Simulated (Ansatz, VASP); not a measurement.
## P in VASP and in Ansatz

Contents of POSCAR:

```
P
1.0
   -1.6915100431      2.5151650373      1.8589441358
    1.6915100431     -2.5151650373      1.8589441358
    1.6915100431      2.5151650373     -1.8589441358
P
2
Direct
    0.8033091100      0.0533091100      0.7500000000
    0.1966908900      0.9466908900      0.2500000000
```

File INCAR.step1:

```
SYSTEM = P
PREC = Accurate ; ENCUT = 520
ISMEAR = 0 ; SIGMA = 0.1
LREAL = .FALSE. ; LASPH = .TRUE.
NELM = 100 ; NBANDS = 12
GGA = PE ; ALGO = Normal
EDIFF = 1E-4 ; LWAVE = .TRUE.
LCHARG = .FALSE.
```

INCAR.step2

```
SYSTEM = P
PREC = Accurate ; ENCUT = 520
EDIFF = 1E-6 ; ISMEAR = 0
SIGMA = 0.1 ; LREAL = .FALSE.
LASPH = .TRUE. ; NELM = 100
ALGO = Normal ; ISIF = 2
LWAVE = .FALSE. ; LCHARG = .FALSE.
METAGGA = R2SCAN ; LMIXTAU = .TRUE.
NBANDS = 12 ; ISTART = 1
```

The input KPOINTS:

```
regular mesh
0
G
  8 8 8
  0 0 0
```

Input for Ansatz:

```yaml
crystal:
  lattice:
    - [-1.6915100431, 2.5151650373, 1.8589441358]
    - [1.6915100431, -2.5151650373, 1.8589441358]
    - [1.6915100431, 2.5151650373, -1.8589441358]
  atoms:
    - { symbol: P, position: [0.80330911, 0.05330911, 0.75] }
    - { symbol: P, position: [0.19669089, 0.94669089, 0.25] }
basis:
  ecutwfc: 500
kpoints:
  mp_grid: { grid: [8, 8, 8] }
hamiltonian:
  xc: r2scan
scf:
  occupations: { method: gaussian, width: 0.1 }
output:
  forces: true
  stress: true
  eigenvalues: true
```

Alike in both runs: task single point; functional r2SCAN; k mesh 8 × 8 × 8; occupations gaussian, width 0.1 eV; no spin polarisation.

|  | VASP | Ansatz |
| --- | --- | --- |
| version | VASP 6.6.1 | Ansatz 0.2.0 |
| potentials or method | VASP PAW PBE potentials, release 64 (P) | scalar-relativistic, plane waves, PAW |
| plane-wave cutoff (eV) | 520 | 500 |
| valence electrons in the cell | 10 | 10 |

Ansatz gave:

```
gap on the k mesh at the Fermi level (eV)       : none
pressure (GPa)                                  : 1.6
largest component of the traceless stress (GPa) : 0.43
rms of the force components (eV/Å)              : 0.097
```

Question: What did VASP give for the same quantities?

Answer: gap on the k mesh at the Fermi level (eV): none; pressure (GPa): 1.0; largest component of the traceless stress (GPa): 0.74; rms of the force components (eV/Å): 0.040.

Atom by atom the forces differ by 0.058 eV/Å (rms over components). A gap of «none» marks a metal or a gap that the smearing closes. The functional is the same, so the differences come from potentials, cutoffs and numerics.

Caveats: the PAW data sets were made with another functional, which shifts forces and pressure a little (VASP).
